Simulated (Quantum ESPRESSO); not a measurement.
The system is GaP.

```
Ga P
1.0
     0.00000    2.72525    2.72525
     2.72525    0.00000    2.72525
     2.72525    2.72525    0.00000
Ga P
1 1
Direct
  0.00000 0.00000 0.00000
  0.75000 0.75000 0.75000
```

Base run:

```yaml
Program: Quantum ESPRESSO 7.5
Functional: PBEsol
Potentials_or_basis: GBRV 1.5 PBEsol
Cutoff: 612 eV
Density_cutoff: 4898 eV
k_mesh: 8 × 8 × 8
Occupations: fermi-dirac, width 0.05 eV
Spin: no spin polarisation
```

Its results: band gap on the k mesh 1.52 eV, indirect (least direct gap 1.74 eV); pressure -1.0 GPa.

**Question.** The run is repeated on the same cell with these changes: functional from PBEsol to PBE; potentials or basis from GBRV 1.5 PBEsol to PseudoDojo 0.5 SR PBE standard; cutoff from 612 eV to 1088 eV; density cutoff from 4898 eV to 4354 eV; valence electrons from 24 to 18. What comes out?

**Answer.** Band gap on the k mesh 1.64 eV, indirect (least direct gap 1.82 eV); pressure 2.6 GPa.

A k mesh can miss the band edges.
